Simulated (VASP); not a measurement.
## C (Diamond): zone-centre modes, functional by functional

Aim: the vibrations of C (Diamond) at the zone centre, at several levels of theory. The starting structure is a measured crystal structure from the Crystallography Open Database.

Method: Kohn-Sham DFT with plane waves and PAW; LDA, PBEsol, PBE, PBEsol + D3(BJ), r2SCAN, r2SCAN + rVV10 and AM05, in VASP 6.6.1.

## 1. Starting point

It takes space group Fd-3m (No. 227, cubic). Conventional cell: a = 3.567 Å, b = 3.567 Å, c = 3.567 Å, α = 90.00°, β = 90.00°, γ = 90.00°. Nearest to C lie 4 C at 1.54 Å.

## 2. Modes with LDA

LDA, the lowest rung, knows the local density alone. The cell comes from a relaxation at this level, not shown (11.05 Å³).

Input file INCAR:

```
SYSTEM = C
PREC = Accurate
ENCUT = 520
EDIFF = 1E-08
NELM = 100
ISMEAR = 0
SIGMA = 0.03
LREAL = .FALSE.
ALGO = Normal
GGA = CA
NBANDS = 10
LORBIT = 11
LWAVE = .FALSE.
LCHARG = .FALSE.
KPAR = 8
IBRION = 8
LEPSILON = .TRUE.
LPEAD = .TRUE.
ISIF = 2
```

Input file POSCAR:

```
C
1.0
    0.0000000000      1.7679029686      1.7679029686
    1.7679029686      0.0000000000      1.7679029686
    1.7679029686      1.7679029686      0.0000000000
C
2
Direct
    0.7500000000      0.7500000000      0.7500000000
    0.5000000000      0.5000000000      0.5000000000
```

Input file KPOINTS:

```
Automatic mesh
0
Gamma
14 14 14
0 0 0
```

PAW data sets: C (LDA family, release 64).

On the command line:

```console
$ mpirun -np 8 vasp_std
```

The program printed:

```text
[banner, memory and clock lines left out]
running    8 mpi-ranks, on    1 nodes
 distrk:  each k-point on    1 cores,    8 groups
 distr:  one band on    1 cores,    1 groups

 POSCAR found type information on POSCAR C
 POSCAR found :  1 types and       2 ions
|                                                                             |
|           W    W    AA    RRRRR   N    N  II  N    N   GGGG   !!!           |
|           W    W   A  A   R    R  NN   N  II  NN   N  G    G  !!!           |
|           W    W  A    A  R    R  N N  N  II  N N  N  G       !!!           |
|           W WW W  AAAAAA  RRRRR   N  N N  II  N  N N  G  GGG   !            |
|           WW  WW  A    A  R   R   N   NN  II  N   NN  G    G                |
|           W    W  A    A  R    R  N    N  II  N    N   GGGG   !!!           |
|                                                                             |
|     For optimal performance we recommend to set                             |
|       NCORE = 2 up to number-of-cores-per-socket                            |
|     NCORE specifies how many cores store one orbital (NPAR=cpu/NCORE).      |
|     This setting can greatly improve the performance of VASP for DFT.       |
|     The default, NCORE=1 might be grossly inefficient on modern             |
|     multi-core architectures or massively parallel machines. Do your        |
|     Unfortunately you need to use the default for GW and RPA                |
|     calculations (for HF NCORE is supported but not extensively tested      |
|     yet).                                                                   |
|                                                                             |

 LDA part: xc-table for (Slater(with rela. corr.)+CA(PZ))
 , standard interpolation
 POSCAR, INCAR and KPOINTS ok, starting setup
 FFT: planning ... GRIDC
 FFT: planning ... GRID_SOFT
 FFT: planning ... GRID
 WAVECAR not read
 entering main loop
       N       E                     dE             d eps       ncg     rms          rms(c)
DAV:   1    -0.289603158583E+01   -0.28960E+01   -0.47871E+03  2240   0.764E+02
DAV:   2    -0.208087555124E+02   -0.17913E+02   -0.17528E+02  2752   0.126E+02
DAV:   3    -0.211055030123E+02   -0.29675E+00   -0.29583E+00  2434   0.130E+01
DAV:   4    -0.211061544888E+02   -0.65148E-03   -0.65145E-03  2290   0.690E-01
DAV:   5    -0.211061553572E+02   -0.86844E-06   -0.86844E-06  2358   0.241E-02    0.589E+00
DAV:   6    -0.204677780194E+02    0.63838E+00   -0.36651E-01  2170   0.448E+00    0.342E+00
DAV:   7    -0.202456845274E+02    0.22209E+00   -0.43001E-01  2246   0.486E+00    0.756E-01
DAV:   8    -0.202455014761E+02    0.18305E-03   -0.89263E-03  2220   0.851E-01    0.263E-02
DAV:   9    -0.202454897249E+02    0.11751E-04   -0.32929E-05  2360   0.482E-02    0.195E-02
DAV:  10    -0.202454911516E+02   -0.14267E-05   -0.17239E-06  2288   0.118E-02    0.450E-03
DAV:  11    -0.202454910957E+02    0.55862E-07   -0.57023E-08  2374   0.197E-03    0.707E-04
DAV:  12    -0.202454910879E+02    0.78339E-08   -0.12166E-09  1222   0.349E-04
   1 F= -.20245491E+02 E0= -.20245491E+02  d E =-.211948E-14
 Linear response reoptimize wavefunctions to high precision
DAV:   1    -0.202454910863E+02    0.15679E-08   -0.74431E-11  1374   0.912E-05
DAV:   2    -0.202454910863E+02    0.45475E-12   -0.26127E-12  1088   0.179E-05
 Linear response to external field (no local field effect), progress :
  Direction:   1
       N       E                     dE             d eps       ncg     rms          rms(c)
RMM:   1    -0.177988725807E+00   -0.17799E+00   -0.64979E-01  1248   0.225E+00
RMM:   2    -0.182129190045E+00   -0.41405E-02   -0.10474E-03  1248   0.270E-01
RMM:   3    -0.182133482810E+00   -0.42928E-05   -0.30998E-06  1243   0.113E-02
RMM:   4    -0.182133500906E+00   -0.18095E-07   -0.12416E-08  1114   0.758E-04
RMM:   5    -0.182133500975E+00   -0.69733E-10   -0.59950E-11   245   0.501E-05
 change of polarisation eV/A/(eV/A) component  1 :     0.364     0.162     0.047
 dielectric tensor                  component  1 :     6.965     2.650     0.768
 Linear response to external field (no local field effect), progress :
  Direction:   2
       N       E                     dE             d eps       ncg     rms          rms(c)
RMM:   1    -0.174781966848E+00   -0.17478E+00   -0.62075E-01  1248   0.227E+00
RMM:   2    -0.178790209465E+00   -0.40082E-02   -0.10135E-03  1248   0.272E-01
RMM:   3    -0.178794292639E+00   -0.40832E-05   -0.31993E-06  1243   0.112E-02
RMM:   4    -0.178794312591E+00   -0.19952E-07   -0.13392E-08  1119   0.808E-04
RMM:   5    -0.178794312657E+00   -0.65819E-10   -0.18324E-10   249   0.510E-05
 change of polarisation eV/A/(eV/A) component  2 :     0.162     0.358    -0.062
 dielectric tensor                  component  2 :     2.650     6.855    -1.011
 Linear response to external field (no local field effect), progress :
  Direction:   3
       N       E                     dE             d eps       ncg     rms          rms(c)
RMM:   1    -0.894756226495E-01   -0.89476E-01   -0.31688E-01  1232   0.168E+00
RMM:   2    -0.917752353671E-01   -0.22996E-02   -0.51693E-04  1248   0.189E-01
RMM:   3    -0.917772518747E-01   -0.20165E-05   -0.14704E-06  1245   0.823E-03
RMM:   4    -0.917772597540E-01   -0.78794E-08   -0.53057E-09  1082   0.577E-04
 change of polarisation eV/A/(eV/A) component  3 :     0.047    -0.062     0.184
 dielectric tensor                  component  3 :     0.768    -1.011     4.006
 Linear response to external field, progress :
  Direction:   1
       N       E                     dE             d eps       ncg     rms          rms(c)
RMM:   1    -0.147407300809E+00   -0.14741E+00   -0.52912E-01  2912   0.207E+00
RMM:   2    -0.150876475593E+00   -0.34692E-02   -0.85831E-04  2928   0.243E-01    0.692E-01
RMM:   3    -0.148623109317E+00    0.22534E-02   -0.74398E-04  7260   0.210E-01    0.403E-01
RMM:   4    -0.153492642585E+00   -0.48695E-02   -0.10915E-03  8055   0.256E-01    0.326E-02
RMM:   5    -0.153890257587E+00   -0.39762E-03   -0.11593E-05  7573   0.267E-02    0.280E-03
RMM:   6    -0.153904058544E+00   -0.13801E-04   -0.35447E-08  8124   0.167E-03    0.151E-03
RMM:   7    -0.153907407444E+00   -0.33489E-05   -0.55542E-09  8041   0.713E-04    0.102E-04
RMM:   8    -0.153907974704E+00   -0.56726E-06   -0.37262E-11  6830   0.639E-05    0.257E-05
RMM:   9    -0.153907860515E+00    0.11419E-06    0.24099E-11  3908   0.213E-05    0.215E-06
 change of polarisation eV/A/(eV/A) component  1 :     0.291     0.088     0.034
 dielectric tensor                  component  1 :     5.765     1.444     0.549
 Linear response to external field, progress :
  Direction:   2
       N       E                     dE             d eps       ncg     rms          rms(c)
RMM:   1    -0.147417703097E+00   -0.14742E+00   -0.52914E-01  2912   0.207E+00
RMM:   2    -0.150906321903E+00   -0.34886E-02   -0.86060E-04  2928   0.244E-01    0.692E-01
RMM:   3    -0.148653795744E+00    0.22525E-02   -0.74389E-04  7262   0.210E-01    0.403E-01
RMM:   4    -0.153522722849E+00   -0.48689E-02   -0.10911E-03  8053   0.256E-01    0.326E-02
RMM:   5    -0.153920104295E+00   -0.39738E-03   -0.11585E-05  7570   0.267E-02    0.280E-03
RMM:   6    -0.153934035184E+00   -0.13931E-04   -0.35425E-08  8126   0.167E-03    0.151E-03
RMM:   7    -0.153937372592E+00   -0.33374E-05   -0.56422E-09  8049   0.713E-04    0.102E-04
RMM:   8    -0.153937945223E+00   -0.57263E-06   -0.12488E-10  6825   0.637E-05    0.257E-05
RMM:   9    -0.153937828964E+00    0.11626E-06   -0.57600E-11  3926   0.214E-05    0.215E-06
 change of polarisation eV/A/(eV/A) component  2 :     0.072     0.291     0.005
 dielectric tensor                  component  2 :     1.177     5.766     0.078
 Linear response to external field, progress :
  Direction:   3
       N       E                     dE             d eps       ncg     rms          rms(c)
RMM:   1    -0.147415344229E+00   -0.14742E+00   -0.52912E-01  2912   0.207E+00
RMM:   2    -0.150905781406E+00   -0.34904E-02   -0.85885E-04  2928   0.244E-01    0.692E-01
RMM:   3    -0.148653299483E+00    0.22525E-02   -0.74107E-04  7262   0.209E-01    0.403E-01
RMM:   4    -0.153522376316E+00   -0.48691E-02   -0.10882E-03  8053   0.256E-01    0.326E-02
RMM:   5    -0.153919467847E+00   -0.39709E-03   -0.11581E-05  7577   0.267E-02    0.280E-03
RMM:   6    -0.153933468162E+00   -0.14000E-04   -0.34827E-08  8134   0.166E-03    0.152E-03
RMM:   7    -0.153936796379E+00   -0.33282E-05   -0.56006E-09  8048   0.711E-04    0.102E-04
RMM:   8    -0.153937375479E+00   -0.57910E-06   -0.12227E-10  6796   0.627E-05    0.256E-05
RMM:   9    -0.153937255322E+00    0.12016E-06   -0.58891E-11  3934   0.215E-05    0.216E-06
 change of polarisation eV/A/(eV/A) component  3 :     0.015     0.059     0.291
 dielectric tensor                  component  3 :     0.245     0.966     5.766
 Linear response DOF=           1
 Linear response progress:
  Degree of freedom:   1/  1
       N       E                     dE             d eps       ncg     rms          rms(c)
RMM:   1    -0.119729797689E+00   -0.11973E+00   -0.19123E-02 20482   0.207E+00
RMM:   2    -0.110281414568E+00    0.94484E-02   -0.82881E-04 13033   0.397E-01    0.189E-01
RMM:   3    -0.110579202134E+00   -0.29779E-03   -0.78185E-05 12856   0.112E-01    0.103E-01
RMM:   4    -0.111374283754E+00   -0.79508E-03   -0.15270E-04 12740   0.116E-01    0.133E-02
RMM:   5    -0.111337721030E+00    0.36563E-04    0.11573E-05 13887   0.138E-02    0.101E-03
RMM:   6    -0.111338885409E+00   -0.11644E-05    0.18458E-06 13897   0.813E-04    0.449E-04
RMM:   7    -0.111336376323E+00    0.25091E-05    0.73053E-07 14215   0.352E-04    0.664E-05
RMM:   8    -0.111336431014E+00   -0.54690E-07    0.50300E-09 14252   0.452E-05    0.101E-05
RMM:   9    -0.111336308304E+00    0.12271E-06   -0.30104E-08 14735   0.185E-05    0.149E-06
RMM:  10    -0.111336304652E+00    0.36512E-08   -0.13932E-08 11972   0.676E-06    0.153E-07
 first order change of Fermi-energy   0.39385E-04
 force on displaced ion       1 direction 1 : -38.569  -0.000  -0.000
 Born effective charge ion    1 direction 1 :  -0.000   0.000   0.000
 Born effective charges drift removed
 Linear response finished
```

Run time: 13 s. Hardware: 8 MPI ranks of Intel Xeon 6975P-C (Granite Rapids), shared host; peak memory 2.2 GiB; 93 s of CPU time.

The logs omit lines about the potential files and the build; timing stands in the text.

Parts of OUTCAR (step 2):

```text
ion  position               nearest neighbor table
   1  0.750  0.750  0.750-   2 1.53   2 1.53   2 1.53   2 1.53
   2  0.500  0.500  0.500-   1 1.53   1 1.53   1 1.53   1 1.53

  LATTYP: Found a face centered cubic cell.
 ALAT       =     3.5358059372

 Subroutine GETGRP returns: Found 48 space group operations
 (whereof 24 operations were pure point group operations)

The static configuration has the point symmetry T_d .
 The point group associated with its full space group is O_h .

 Found    104 irreducible k-points:

   k-points           NKPTS =    104   k-points in BZ     NKDIM =    104   number of bands    NBANDS=     10

   dimension x,y,z NGX =    20 NGY =   20 NGZ =   20
   dimension x,y,z NGXF=    40 NGYF=   40 NGZF=   40

   ENCUT  =  520.0 eV  38.22 Ry    6.18 a.u.   4.65  4.65  4.65*2*pi/ulx,y,z

   NELECT =       8.0000    total number of electrons

 k-points in reciprocal lattice and weights: Automatic mesh
   0.00000000  0.00000000  0.00000000       0.000
   0.07142857  0.00000000  0.00000000       0.003
   0.14285714  0.00000000  0.00000000       0.003
   0.21428571  0.00000000  0.00000000       0.003
   0.28571429  0.00000000  0.00000000       0.003
   0.35714286  0.00000000  0.00000000       0.003
   0.42857143  0.00000000  0.00000000       0.003
   0.50000000  0.00000000  0.00000000       0.001
   0.07142857  0.07142857  0.00000000       0.002
[...]
-0.28571429  0.42857143  0.21428571       0.009
  -0.28571429  0.50000000  0.21428571       0.004

 average (electrostatic) potential at core
       1 -49.1194       2 -49.1194

  Total        0.0001006      0.0001006      0.0001006      0.0000000      0.0000000     -0.0000000
  in kB        0.0145918      0.0145918      0.0145918      0.0000000      0.0000000     -0.0000000
  external PRESSURE =       0.0145918 kB  Pullay stress =       0.0000000 kB

  energy-cutoff  :      520.00
  volume of cell :       11.05
      direct lattice vectors                 reciprocal lattice vectors
     0.000000000  1.767902969  1.767902969    -0.282820952  0.282820952  0.282820952
     1.767902969  0.000000000  1.767902969     0.282820952 -0.282820952  0.282820952
     1.767902969  1.767902969  0.000000000     0.282820952  0.282820952 -0.282820952

 POSITION                                       TOTAL-FORCE (eV/Angst)
 -----------------------------------------------------------------------------------
      2.65185      2.65185      2.65185        -0.000000     -0.000000      0.000000
      1.76790      1.76790      1.76790         0.000000      0.000000     -0.000000
 -----------------------------------------------------------------------------------
    total drift:                                0.000000     -0.000000      0.000000

 MACROSCOPIC STATIC DIELECTRIC TENSOR (including local field effects in DFT)
 ------------------------------------------------------
           5.765531     0.000000     0.000000
           0.000000     5.765531    -0.000000
           0.000000    -0.000000     5.765531
 ------------------------------------------------------

 PIEZOELECTRIC TENSOR (including local field effects)  for field in x, y, z        (C/m^2)
          XX          YY          ZZ          XY          YZ          ZX
  --------------------------------------------------------------------------------
  x    -0.00000    -0.00000    -0.00000     0.00000     0.00000     0.00000
  y    -0.00000    -0.00000    -0.00000     0.00000     0.00000    -0.00000
  z     0.00000     0.00000    -0.00000     0.00000     0.00000     0.00000

 BORN EFFECTIVE CHARGES (including local field effects) (in |e|, cummulative output)
 ---------------------------------------------------------------------------------
 ion    1
    1     0.00000     0.00000     0.00000
    2     0.00000     0.00000     0.00000
    3     0.00000     0.00000     0.00000
 ion    2
    1    -0.00000     0.00000     0.00000
    2     0.00000    -0.00000     0.00000
    3     0.00000     0.00000    -0.00000

 Eigenvectors and eigenvalues of the dynamical matrix
 ----------------------------------------------------

   1 f  =   39.618212 THz   248.928567 2PiTHz 1321.521301 cm-1   163.847685 meV
             X         Y         Z           dx          dy          dz
      2.651854  2.651854  2.651854     0.000000   -0.707107    0.000000
      1.767903  1.767903  1.767903     0.000000    0.707107    0.000000

   2 f  =   39.618212 THz   248.928567 2PiTHz 1321.521301 cm-1   163.847685 meV
             X         Y         Z           dx          dy          dz
      2.651854  2.651854  2.651854    -0.707107    0.000000    0.000000
      1.767903  1.767903  1.767903     0.707107    0.000000    0.000000

   3 f  =   39.618212 THz   248.928567 2PiTHz 1321.521301 cm-1   163.847685 meV
             X         Y         Z           dx          dy          dz
      2.651854  2.651854  2.651854     0.000000    0.000000   -0.707107
      1.767903  1.767903  1.767903     0.000000    0.000000    0.707107

   4 f  =    0.000000 THz     0.000000 2PiTHz    0.000000 cm-1     0.000000 meV
             X         Y         Z           dx          dy          dz
      2.651854  2.651854  2.651854     0.707107    0.000000    0.000000
      1.767903  1.767903  1.767903     0.707107    0.000000    0.000000

   5 f  =    0.000000 THz     0.000000 2PiTHz    0.000000 cm-1     0.000000 meV
             X         Y         Z           dx          dy          dz
      2.651854  2.651854  2.651854     0.000000    0.707107    0.000000
      1.767903  1.767903  1.767903     0.000000    0.707107    0.000000

   6 f  =    0.000000 THz     0.000000 2PiTHz    0.000000 cm-1     0.000000 meV
             X         Y         Z           dx          dy          dz
      2.651854  2.651854  2.651854     0.000000    0.000000    0.707107
      1.767903  1.767903  1.767903     0.000000    0.000000    0.707107

 MACROSCOPIC STATIC DIELECTRIC TENSOR IONIC CONTRIBUTION
 ------------------------------------------------------
           0.000000     0.000000     0.000000
           0.000000     0.000000     0.000000
           0.000000     0.000000     0.000000
 ------------------------------------------------------

 ELASTIC MODULI CONTR FROM IONIC RELAXATION (kBar)
 Direction    XX          YY          ZZ          XY          YZ          ZX
 --------------------------------------------------------------------------------
 XX          -0.0000     -0.0000     -0.0000      0.0000      0.0000      0.0000
 YY          -0.0000     -0.0000     -0.0000      0.0000      0.0000      0.0000
 ZZ          -0.0000     -0.0000     -0.0000      0.0000      0.0000      0.0000
 XY           0.0000      0.0000      0.0000    -63.5260      0.0000      0.0000
 YZ           0.0000      0.0000      0.0000      0.0000    -63.5260      0.0000
 ZX           0.0000      0.0000      0.0000      0.0000      0.0000    -63.5260
 --------------------------------------------------------------------------------

 PIEZOELECTRIC TENSOR IONIC CONTR  for field in x, y, z        (C/m^2)
          XX          YY          ZZ          XY          YZ          ZX
  --------------------------------------------------------------------------------
  x     0.00000     0.00000     0.00000     0.00000    -0.00000     0.00000
  y     0.00000     0.00000     0.00000     0.00000     0.00000    -0.00000
  z     0.00000     0.00000     0.00000    -0.00000     0.00000     0.00000
```

Energies printed during the response cycles are not total energies of the cell.

LDA: the zone-centre mode is T2g 1321.5 cm⁻¹.

(Continued in part 2 of 3.)

[Lines on the potential files, build, host, timing and source positions are cut from VASP's logs without a mark.]

[Logs are printed without paths, hosts, clocks, repeated set-up lines and the standing remarks that a program may print on its own settings, such as how far it seeks lower states.]

[Hosts, paths, dates, database ids (printed as entryN), source tags and the programs' standing remarks are cut or masked in the printed files.]
